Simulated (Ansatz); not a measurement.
Start from CsCl in the CsCl type structure (space group Pm-3m, No. 221).

```
CsCl
1.0
    4.14031     0.00000     0.00000
    0.00000     4.14031     0.00000
    0.00000     0.00000     4.14031
Cs Cl
1 1
Direct
  0.00000   0.00000   0.00000
  0.50000   0.50000   0.50000
```

Cartesian axes are those of the cell as printed.

The values are results of DFT with r2SCAN, PAW potentials and a 500 eV plane-wave cutoff in Ansatz (a quantum-chemistry and plane-wave program), no spin-orbit coupling, not measurements.

For the base:

The pressure is 0.00 GPa.

It is then changed as follows: uniaxial strain ε_xx = +1.90 %, all other strain components held at zero; the atoms relax in the strained cell.

Task: Estimate the effect on the energy relative to the base and pressure.

Result: The energy grows by 1.4 meV/atom; the pressure (mean of the normal stresses, compression positive) goes from zero to -0.33 GPa.

Whether these cells are dynamically stable was not tested.
